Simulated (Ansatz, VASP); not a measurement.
**ZnO: VASP beside Ansatz**

```
Zn O
1.0
     2.68821    0.00000    0.00000
     0.00000    2.68821    0.00000
     0.00000    0.00000    2.68821
Zn O
1 1
Direct
  0.00000 0.00000 0.00000
  0.50000 0.50000 0.50000
```

The cell was built by a generator and needn't be a form met in nature.

Alike in both runs: task single point; functional PBE; k mesh 10 × 10 × 10; occupations fermi-dirac, width 0.05 eV; no spin polarisation.

|  | VASP | Ansatz |
| --- | --- | --- |
| version | VASP 6.6.1 | Ansatz 0.2.0 |
| potentials or method | VASP PAW PBE potentials, release 64 (Zn, O), cutoff 520 eV | all-electron LAPW, scalar-relativistic |

|  | VASP | Ansatz | Ansatz less VASP |
| --- | --- | --- | --- |
| gap on the k mesh at the Fermi level (eV) | none | none | - |
| pressure (GPa) | 0.6 | -0.1 | -0.64 |

A gap of «none» marks a metal or a gap that the smearing closes. Ansatz ran all-electron here, so the differences hold the error of VASP's frozen core and of both bases.
